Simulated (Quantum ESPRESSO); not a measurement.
Here is a Quantum ESPRESSO 7.5 calculation.

File pw.in:

```
&CONTROL
  calculation = 'scf'
  prefix = 'pwscf'
  outdir = './tmp'
  pseudo_dir = './pseudo'
  tprnfor = .true.
  tstress = .true.
  disk_io = 'low'
/
&SYSTEM
  ibrav = 0
  celldm(1) = 8
  nat = 4
  ntyp = 2
  ecutwfc = 45
  ecutrho = 360
  nbnd = 28
  occupations = 'smearing'
  smearing = 'fd'
  degauss = 0.00367493
/
&ELECTRONS
  conv_thr = 8d-10
  electron_maxstep = 120
  mixing_beta = 0.5
/
ATOMIC_SPECIES
Pb   207.2000 pb_lda_v1.uspp.F.UPF
O     15.9990 o_lda_v1.2.uspp.F.UPF
CELL_PARAMETERS alat
  0.9425009046571   0.0000000000000   0.0000000000000
  0.0000000000000   0.9425009046571   0.0000000000000
  0.0000000000000   0.0000000000000   1.1834409855469
ATOMIC_POSITIONS crystal
Pb     0.5000000000    0.0000000000    0.7600000000
Pb     0.0000000000    0.5000000000    0.2400000000
O      0.5000000000    0.5000000000    0.0000000000
O      0.0000000000    0.0000000000    0.0000000000
K_POINTS automatic
6 6 4 1 1 1
```

scf2.in

```
&CONTROL
  calculation = 'scf'
  prefix = 'pwscf'
  outdir = './tmp'
  pseudo_dir = './pseudo'
  tprnfor = .true.
  tstress = .true.
  disk_io = 'low'
/
&SYSTEM
  ibrav = 0
  celldm(1) = 8
  nat = 4
  ntyp = 2
  ecutwfc = 45
  ecutrho = 360
  nbnd = 28
  occupations = 'fixed'
/
&ELECTRONS
  conv_thr = 1d-13
  electron_maxstep = 120
  mixing_beta = 0.5
  startingpot = 'file'
  startingwfc = 'file'
/
ATOMIC_SPECIES
Pb   207.2000 pb_lda_v1.uspp.F.UPF
O     15.9990 o_lda_v1.2.uspp.F.UPF
CELL_PARAMETERS alat
  0.9425009046571   0.0000000000000   0.0000000000000
  0.0000000000000   0.9425009046571   0.0000000000000
  0.0000000000000   0.0000000000000   1.1834409855469
ATOMIC_POSITIONS crystal
Pb     0.5000000000    0.0000000000    0.7600000000
Pb     0.0000000000    0.5000000000    0.2400000000
O      0.5000000000    0.5000000000    0.0000000000
O      0.0000000000    0.0000000000    0.0000000000
K_POINTS automatic
6 6 4 1 1 1
```

The input ph.in:

```
dielectric of PbO
&INPUTPH
  prefix = 'pwscf'
  outdir = './tmp'
  tr2_ph = 1d-18
  fildyn = 'dyn'
  niter_ph = 90
  alpha_mix(1) = 0.7
  epsil = .true.
  trans = .false.
  zeu = .true.
/
0.0000000000 0.0000000000 0.0000000000
```

Potentials or basis: GBRV 1.5 LDA.

Launch:

```bash
$ OMP_NUM_THREADS=1 pw.x -in pw.in > pw.out
$ OMP_NUM_THREADS=1 pw.x -in scf2.in > scf2.out
$ OMP_NUM_THREADS=1 ph.x -in ph.in > ph.out
```

**Question.** Estimate the electronic dielectric tensor (diagonal).

**Answer.** 6.91, 6.91, 6.31.

**Question.** Estimate the Born charges (mean of the diagonal).

**Answer.** Pb +2.86; O -2.86 e.

**Question.** Estimate the pressure.

**Answer.** -3.9 GPa.

**Question.** Predict the largest force.

**Answer.** 0.623 eV/Å.

Forces in eV/Å, atoms in the order of the input:
```
Pb   0.000  0.000  0.623
Pb   0.000  0.000 -0.623
O    0.000  0.000  0.000
O    0.000  0.000  0.000
```

Caveat: the cell is more than 3 GPa from zero pressure, which shifts response properties. The run has no spin-orbit coupling, so splittings on Pb are missing.
